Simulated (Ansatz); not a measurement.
**YN (Fm-3m), elastic constants by finite strains: input and output**

Computed with r²SCAN, all-electron PAW in Ansatz 0.2.0, datasets made for the crystal, scalar-relativistic; not a measurement.

Cell and atoms were relaxed beforehand by PAW with this functional.

Command line:

```sh
ansatz run input.yaml --threads 1 --pin off --max-ram 2560MiB --backend cpu --events-out ev --progress --plain --runs-dir out
```

Input file:

```yaml
crystal:
  lattice:
    - [0.0, 2.44800733227, 2.44800733227]
    - [2.44800733227, 0.0, 2.44800733227]
    - [2.44800733227, 2.44800733227, 0.0]
  atoms:
    - { symbol: "Y", position: [0.0, 0.0, 0.0] }
    - { symbol: "N", position: [0.5, 0.5, 0.5] }
kpoints:
  mp_grid: { grid: [8, 8, 8] }
scf:
  occupations: { method: fixed }
hamiltonian:
  xc: r2scan
  pseudopotentials: { kind: all_electron, datasets: crystal }
elastic:
  mode: relaxed_ion
  stencil: two_point
  amplitude: 0.005
```

Output:

```
Warning: RAYON_NUM_THREADS=1 ignored (pool sized by the plan → 1); use --threads N
hamiltonian.pseudopotentials.datasets: crystal makes datasets for this crystal and solves the spheres of its atoms anew in each pass: cutoff 280.0 eV, the density's 1960.0 eV; recipe 14091254a17d.33.16, for an error of 0.50 meV ...
Engine: ansatz 0.2.0, aarch64-unknown-linux-gnu
Pseudopotentials: kind: all_electron
Pseudopotential: Y, paw, valence charge 11, recommended cutoff 280 eV (normal), crystal/all_electron/r2scan/scalar/gaussian/Y, Koelling and Harmon's equation, gaussian nucleus
Pseudopotential: N, paw, valence charge 5, recommended cutoff 280 eV (normal), crystal/all_electron/r2scan/scalar/gaussian/N, Koelling and Harmon's equation, gaussian nucleus
Functional definition: r2SCAN
  parameter k0 = 0.174
  parameter k1 = 0.065
  parameter a1 = 4.9479
  exchange = r2scan_x(k0 = k0, k1 = k1, a1 = a1)
  correlation = r2scan_c
davidson cushion auto → on  (no smearing: the cushion is to keep the highest requested band from converging to the state above it; pin scf.eigensolver.cushion to override)
Crystal: 2 atoms, lattice volume = 29.341 Å³
[... 151 lines left out ...]
         0.000      0.000      0.000    131.663      0.000     -0.000
         0.000     -0.000     -0.000     -0.000    131.663      0.000
         0.000     -0.000      0.000     -0.000     -0.000    131.663
  reference stress σ⁰ (GPa):     -0.017     -0.017     -0.017      0.000     -0.000      0.000
  C* (energy form; C + prestress term) asymmetry max|C*_kj − C*_jk| = 4.263e-14 GPa — a small one proves nothing (zero by symmetry where the batch's group is 432, −43m or m−3m); a large one is finite-difference/SCF noise where ...
  moduli (Voigt/Reuss/Hill, GPa): K = 169.65/169.65/169.65   G = 128.72/128.62/128.67   E = 308.12   ν = 0.197
  mechanically stable: yes (min eigenvalue of sym C = 131.66 GPa)
  where every solve meets its electron count the energy-path curvature estimates C_jj along a normal strain and C_jj − ¼(σ⁰_aa + σ⁰_bb) along a shear (ab), closely only under elastic.basis: deformed
  strain η (Voigt 11):  stress-route row diagonal C_11 = 335.41 GPa, energy-path curvature d²(F+E_count)/dδ²/Ω₀ = 335.81 GPa
         δ    σ_11 (GPa)             F (eV)   n_scf  n_hpsi   n_pw
    -5.000e-3      -1.7459      -93629.0831733      10   27602    331   relax 0 steps, max|allowed force component| 4.93e-31 eV/Å
     5.000e-3       1.6081      -93629.0832331      12   31322    331   relax 0 steps, max|allowed force component| 1.63e-30 eV/Å
  strain η (Voigt 23):  stress-route row diagonal C_44 = 131.66 GPa, energy-path curvature d²(F+E_count)/dδ²/Ω₀ = 131.99 GPa
         δ    σ_23 (GPa)             F (eV)   n_scf  n_hpsi   n_pw
    -5.000e-3      -0.6583      -93629.0836698      11   46631    331   relax 0 steps, max|allowed force component| 1.28e-30 eV/Å
     5.000e-3       0.6583      -93629.0836698      13   51529    331   relax 0 steps, max|allowed force component| 3.16e-30 eV/Å
```

Self-consistency was reached.

**Strained cells**

Elastic constants of a crystal by Kohn-Sham DFT: slopes of the stress over finite engineering strains of the given cell, Voigt indices, Cartesian axes as in the input; stress of each strained cell less that at rest, tension positive.

```
strain component  strain  stress xx (GPa)  stress yy (GPa)  stress zz (GPa)  stress yz (GPa)  stress xz (GPa)  stress xy (GPa)  relaxation steps
              xx  -0.005           -1.729          -0.4382          -0.4382                0                0                0                 0
              xx   0.005            1.625           0.4295           0.4295                0                0                0                 0
              yz  -0.005           0.0025          -0.0015          -0.0015          -0.6583                0                0                 0
              yz   0.005           0.0025          -0.0015          -0.0015           0.6583                0                0                 0
```

**Elastic moduli**

Hill averages of a grain aggregate, Debye temperature from the mean sound speed over directions.

| Quantity | Value |
| --- | --- |
| Bulk modulus | 169.6 GPa |
| Shear modulus | 128.7 GPa |
| Young modulus | 308.1 GPa |
| Poisson ratio | 0.1973 |
| Bulk over shear modulus | 1.318 |
| Elastic anisotropy index | 0.004 |
| Least young modulus | 299.7 GPa |
| Largest young modulus | 313.8 GPa |
| Longitudinal sound speed | 7654 m/s |
| Transverse sound speed | 4700 m/s |
| Elastic debye temperature | 630.8 K |
| Linear compressibility (x, y, z) | 1.965, 1.965, 1.965 1/TPa |
| Zener ratio | 1.059 |
| Cauchy pressure | -44.89 GPa |

Elastic constants:

* Pressure at rest: 0.017 GPa
* Least elastic eigenvalue: 131.7 GPa
* Elastically stable: yes

| index | elastic (GPa) |
| --- | --- |
| 11 | 335.4 |
| 12 | 86.77 |
| 44 | 131.7 |

Time and hardware: 55 s on 1 thread of Arm Neoverse V2 (shared host), peak memory 0.53 GiB.
